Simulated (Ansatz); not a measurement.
## SrTiO₃: strain and displacement

```
Sr Ti O
1.0
     3.90500    0.00000    0.00000
     0.00000    3.90500    0.00000
     0.00000    0.00000    3.90500
Sr Ti O
1 1 3
Direct
  0.00000 0.00000 0.00000
  0.50000 0.50000 0.50000
  0.00000 0.50000 0.50000
  0.50000 0.00000 0.50000
  0.50000 0.50000 0.00000
```

Atoms are numbered in the order listed.

The cell is COD entry 7212245, as deposited and not checked against the literature; nothing was relaxed.

Method: DFT, PBE, all-electron LAPW, scalar-relativistic in Ansatz 0.2.0.

Sampling and basis: a Γ-centred 7×7×7 k mesh, Fermi–Dirac smearing of 0.05 eV, basis error target 1 meV/atom, no spin polarisation.

The unchanged cell is at 4.31 GPa.

Semilocal functionals give too small gaps.

x, y and z are the Cartesian axes of the cell as listed; fractional coordinates follow a strain, and an engineering shear is twice the off-diagonal strain component.

Q: One change gave: energy change +11 meV/atom; stress change (xx, yy, zz, yz, xz, xy) 0.22, 0.22, 0.22, -3.37, -3.37, -3.37 GPa, compression positive; gap on the k mesh 1.95 → 1.85 eV. Which change was it?
A. equal xy, yz and zx engineering shear strains of -3 %
B. equal xy, yz and zx engineering shear strains of -1 %
C. equal xy, yz and zx engineering shear strains of +3 %
D. equal xy, yz and zx engineering shear strains of -2 %
E. equal xy, yz and zx engineering shear strains of +1 %
F. equal xy, yz and zx engineering shear strains of +2 %

A: C. For equal xy, yz and zx engineering shear strains of -3 %: energy change +12 meV/atom; stress change (xx, yy, zz, yz, xz, xy) 0.22, 0.22, 0.22, 3.48, 3.48, 3.48 GPa, compression positive; gap on the k mesh 1.95 → 1.79 eV. For equal xy, yz and zx engineering shear strains of -1 %: energy change +1 meV/atom; stress change (xx, yy, zz, yz, xz, xy) 0.02, 0.02, 0.02, 1.15, 1.15, 1.15 GPa, compression positive; gap on the k mesh 1.95 → 1.90 eV. For equal xy, yz and zx engineering shear strains of +2 %: energy change +5 meV/atom; stress change (xx, yy, zz, yz, xz, xy) 0.10, 0.10, 0.10, -2.26, -2.26, -2.26 GPa, compression positive; gap on the k mesh 1.95 → 1.89 eV. For equal xy, yz and zx engineering shear strains of -2 %: energy change +5 meV/atom; stress change (xx, yy, zz, yz, xz, xy) 0.10, 0.10, 0.10, 2.31, 2.31, 2.31 GPa, compression positive; gap on the k mesh 1.95 → 1.85 eV. For equal xy, yz and zx engineering shear strains of +1 %: energy change +1 meV/atom; stress change (xx, yy, zz, yz, xz, xy) 0.02, 0.02, 0.02, -1.13, -1.13, -1.13 GPa, compression positive; gap on the k mesh 1.95 → 1.92 eV.
